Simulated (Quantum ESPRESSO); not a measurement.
Runs of Quantum ESPRESSO 7.5 on GaP. It takes space group F-43m (No. 216, cubic). The conventional cell has a = 5.451 Å, b = 5.451 Å, c = 5.451 Å, α = 90.00°, β = 90.00°, γ = 90.00°. Around Ga (site symmetry -43m) lie 4 P at 2.36 Å. P (site symmetry -43m) is surrounded by 4 Ga at 2.36 Å. 

```csv
level,potentials or basis,k mesh,cutoff (eV),k mesh of the self-consistent run,form of the LDA,mesh quality,gap on the mesh (eV)
PBE,PseudoDojo 0.4.1 SR PBE standard,12 × 12 × 12,1088,12 × 12 × 12,-,not flagged,1.60
PBE,PseudoDojo 0.4 SR PBE stringent,4 × 4 × 4,1551,8 × 8 × 8,-,coarse,(a)
LDA,PseudoDojo 0.4.1 SR LDA stringent,6 × 6 × 6,1442,8 × 8 × 8,PW92,not flagged,1.50
LDA,PseudoDojo 0.4.1 SR LDA standard,6 × 6 × 6,1088,8 × 8 × 8,PW92,not flagged,1.50
PBEsol,PseudoDojo 0.4.1 SR PBEsol standard,14 × 14 × 14,1088,14 × 14 × 14,-,not flagged,1.47
```

Alike in all rows: task single point; no spin polarisation; cell as given; smearing fixed.

Task: Estimate the missing entries.

Result: (a) 1.66.

Caveats: some runs use coarse meshes.

A k mesh can miss the band edges, and the runs leave out spin-orbit coupling on Ga.

The runs don't all hold the same shells in valence.
